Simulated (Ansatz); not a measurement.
A series in volume per atom on BaO

Plane-wave density functional theory, PAW datasets, Gaussian smearing 0.05 eV: Kohn-Sham gaps of one periodic cell over its k-point mesh and, where one was run, its band path; band edges are those on the mesh. The results are calculated, by Ansatz 0.2.0.

Cell of the first row (space group Fm-3m, No. 225):
```
BaO
1.0
      0.0000     2.7348     2.7348
      2.7348     0.0000     2.7348
      2.7348     2.7348     0.0000
Ba O
1 1
Direct
  0.50000 0.50000 0.50000
  0.00000 0.00000 0.00000
```

Settings of every row: paw set soft_2; functional PBE; spin treatment none; moment partition spheres; spin axis none; wave cutoff 420 eV; k mesh 10x10x10; SCF start atoms; lower state search light; symmetry use detected.

Atom first moment, atom hubbard u: 0 on all atoms.

Limits: no spin-orbit coupling, which shifts bands and narrows gaps of heavy elements; semilocal functionals tend to give too small a gap.

| row | volume per atom (Å³) | direct gap (eV) | band gap (eV) |
| --- | --- | --- | --- |
| 1 | 20.453 | 1.908 | 1.908 |
| 2 | 20.778 | 1.965 | 1.965 |
| 3 | 21.005 | ? | ? |
| 4 | 21.211 | 2.036 | 2.036 |
| 5 | 21.315 | 2.052 | 2.052 |
| 6 | 21.644 | 2.101 | 2.101 |
| 7 | 22.076 | 2.16 | 2.16 |
| 8 | 22.509 | 2.214 | 2.214 |
| 9 | 23.159 | 2.285 | 2.285 |
| 10 | 23.808 | 2.346 | 2.346 |

Question: what direct gap should row 3 give?

Worked fit of direct gap. Take t = volume per atom − 22, in Å³. The shown rows have t = -1.547, -1.222, -0.789, -0.685, -0.356, 0.076, 0.509, 1.159, 1.808. Least squares give direct gap = 2.15 + 0.13389 × t − 0.01432 × t² eV; a straight line predicts inner rows, each left out in turn, worse (root mean square 0.013 against 0.00068 eV). The rows lie off it by -0.001, 0.000, 0.001, 0.000, 0.000, 0.000, 0.000, -0.001, 0.001. The withheld row has t = -0.995, so the fit gives 2.15 + 0.13389 × (-0.995) − 0.01432 × (-0.995)² = 2.003 eV.

The calculation gave 2.004 eV. The fit lies 0.001 eV (0.23 % of the column's range) below it, one unit of the last digit.

The other values of row 3: band gap 2.004 eV.
